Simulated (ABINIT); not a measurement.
Crystal: P.

```
CELL_PARAMETERS angstrom
1.72573 0.99635 3.12968
-1.72573 0.99635 3.12968
0.00000 -1.99270 3.12968
ATOMIC_POSITIONS crystal
P 0.77292 0.77292 0.77292
P 0.22708 0.22708 0.22708
```

This isn't the form of P at room conditions, which is orthorhombic.

Base run:

- Program: ABINIT 10.8.3 (patched build)
- Functional: PBEsol
- Potentials or basis: PseudoDojo NC SR PBEsol v0.4.1 standard
- Cutoff: 490 eV
- k mesh: 7 × 7 × 7
- Occupations: fermi-dirac, width 0.05 eV
- Spin: no spin polarisation

Its results: band gap on the k mesh none (metal or under the smearing width); pressure -2.0 GPa; largest force 0.234 eV/Å.

**Question.** The run is repeated on the same cell with these changes: functional from PBEsol to LDA; potentials or basis from PseudoDojo NC SR PBEsol v0.4.1 standard to PseudoDojo NC SR LDA v0.4.1 standard. What comes out?

**Answer.** Band gap on the k mesh none (metal or under the smearing width); pressure -3.4 GPa; largest force 0.132 eV/Å.

Caveats: the cutoff is short for stress, so the pressure is rough (some runs).
